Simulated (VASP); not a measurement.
Sb2Se3: single point with PBE

Crystal: Sb2Se3.

```
CELL_PARAMETERS angstrom
2.03546 1.17517 10.23859
-4.07092 2.35035 20.47718
0.00000 -2.35035 10.23859
ATOMIC_POSITIONS crystal
Sb 0.39486 0.19743 0.39486
Sb 0.39486 0.69743 0.39486
Sb 0.60514 0.30257 0.60514
Sb 0.60514 0.80257 0.60514
Se 0.77883 0.38941 0.77883
Se 0.77883 0.88941 0.77883
Se 0.22117 0.11059 0.22117
Se 0.22117 0.61059 0.22117
Se 0.00000 0.00000 0.00000
Se 0.00000 0.50000 0.00000
```

The cell was built by a generator and needn't be a form met in nature.

```
Program                : VASP 6.6.1
Task                   : single point
Functional             : PBE
Potentials or basis    : VASP PAW PBE potentials, release 64 (Sb, Se)
Cutoff                 : 520 eV
k mesh                 : 6 × 3 × 6
Occupations            : gaussian, width 0.15 eV
Spin                   : no spin polarisation
Further INCAR settings : PREC = Normal; LREAL = Auto; ALGO = Fast; EDIFF = 1e-05
```

```
Pressure               : -0.1 GPa
Largest force          : 0.025 eV/Å
Band gap on the k mesh : 0.33 eV
```

Forces in eV/Å, atoms in the order of the input:
```
Sb   0.000  0.000 -0.025
Sb   0.000  0.000 -0.025
Sb   0.000  0.000  0.025
Sb   0.000  0.000  0.025
Se   0.000  0.000 -0.007
Se   0.000  0.000 -0.007
Se   0.000  0.000  0.007
Se   0.000  0.000  0.007
Se   0.000  0.000  0.000
Se   0.000  0.000  0.000
```

Levels at points of the mesh, in eV from the valence-band top:
| k point | band 26 | band 27 | band 28 | band 29 | band 30 | band 31 |
| --- | --- | --- | --- | --- | --- | --- |
| (0.00, 0.00, 0.00) | -1.23 | -0.50 | 0.00 | 0.33 | 0.98 | 1.39 |
| (0.50, 0.00, 0.00) | -1.35 | -0.79 | -0.50 | 0.98 | 1.30 | 1.95 |
| (0.50, 0.00, 0.50) | -0.83 | -0.79 | -0.58 | 0.56 | 1.30 | 1.47 |

Wall time 8.3 min on 1 thread of Intel(R) Xeon(R) 6975P-C (Granite Rapids), with other jobs on the host, peak memory 0.96 GiB.

Caveat: spin-orbit coupling is left out, which moves the levels of the heavy elements; an odd mesh through Γ misses points on the zone boundary, where band edges often lie.
